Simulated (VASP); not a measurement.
Input of a VASP 6.6.1 run:

File POSCAR:

```
CdTe
1.0
    0.0000000000      3.2050000000      3.2050000000
    3.2050000000      0.0000000000      3.2050000000
    3.2050000000      3.2050000000      0.0000000000
Te Cd
1 1
Direct
    0.7500000000      0.7500000000      0.7500000000
    0.0000000000      0.0000000000      0.0000000000
```

Contents of INCAR.step1:

```
SYSTEM = CdTe
PREC     = Accurate       ! precision mode
ENCUT    = 520            ! plane-wave cutoff, eV
EDIFF    = 1E-5           ! SCF threshold, eV
ISMEAR   = 0              ! smearing method
SIGMA    = 0.02           ! smearing width, eV
LREAL    = .False.        ! projectors in reciprocal space
LASPH    = .True.         ! aspherical terms in the spheres
NELM     = 80             ! most SCF steps
ALGO     = Normal         ! electronic algorithm
ISIF     = 2              ! what is computed and relaxed
LWAVE    = .True.         ! write WAVECAR
LCHARG   = .False.        ! write CHGCAR
NBANDS   = 16             ! bands
GGA      = PE             ! functional
```

INCAR.step2

```
SYSTEM = CdTe
PREC     = Accurate       ! precision mode
ENCUT    = 520            ! plane-wave cutoff, eV
EDIFF    = 1E-6           ! SCF threshold, eV
ISMEAR   = 0              ! smearing method
SIGMA    = 0.02           ! smearing width, eV
LREAL    = .False.        ! projectors in reciprocal space
LASPH    = .True.         ! aspherical terms in the spheres
NELM     = 80             ! most SCF steps
ALGO     = Normal         ! electronic algorithm
ISIF     = 2              ! what is computed and relaxed
LWAVE    = .False.        ! write WAVECAR
LCHARG   = .False.        ! write CHGCAR
METAGGA  = MBJ            ! meta-GGA
NBANDS   = 16             ! bands
ISTART   = 1
```

The input KPOINTS:

```
regular mesh
0
Gamma
  8 8 8
  0 0 0
```

KPOINTS_OPT

```
path GXWKGLUWLK,UX
15
line-mode
reciprocal
 0.0000000000  0.0000000000  0.0000000000  G
 0.5000000000  0.0000000000  0.5000000000  X

 0.5000000000  0.0000000000  0.5000000000  X
 0.5000000000  0.2500000000  0.7500000000  W

 0.5000000000  0.2500000000  0.7500000000  W
 0.3750000000  0.3750000000  0.7500000000  K

 0.3750000000  0.3750000000  0.7500000000  K
 0.0000000000  0.0000000000  0.0000000000  G

 0.0000000000  0.0000000000  0.0000000000  G
 0.5000000000  0.5000000000  0.5000000000  L

 0.5000000000  0.5000000000  0.5000000000  L
 0.6250000000  0.2500000000  0.6250000000  U

 0.6250000000  0.2500000000  0.6250000000  U
 0.5000000000  0.2500000000  0.7500000000  W

 0.5000000000  0.2500000000  0.7500000000  W
 0.5000000000  0.5000000000  0.5000000000  L

 0.5000000000  0.5000000000  0.5000000000  L
 0.3750000000  0.3750000000  0.7500000000  K

 0.6250000000  0.2500000000  0.6250000000  U
 0.5000000000  0.0000000000  0.5000000000  X
```

Potentials or basis: VASP PAW PBE potentials, release 64 (Te, Cd).

Run with:

```console
$ cat potpaw_PBE.64/Te/POTCAR potpaw_PBE.64/Cd/POTCAR > POTCAR
$ cp INCAR.step1 INCAR
$ mpirun -np 1 vasp_std > vasp.out
$ cp INCAR.step2 INCAR
$ mpirun -np 1 vasp_std > vasp.out
```

(1) Estimate the band gap on the k mesh.

(2) Estimate the band gap along the path.

## Answers

(1) 1.91 eV, direct.

(2) 1.91 eV, direct.

Caveat: spin-orbit coupling is left out, which moves the levels of the heavy elements.

**What was measured.**

A printed reference work, data compilation reports, for a bulk crystal of CdTe at 0 K: band gap 1.607 eV.

A measured gap of CdTe is 1.607 eV (0 K; a printed reference work, data compilation); the calculated 1.91 eV misses it by +0.31 eV. Spin-orbit coupling on Cd, Te is left out. The value is that of TB-mBJ, without temperature or zero-point motion.
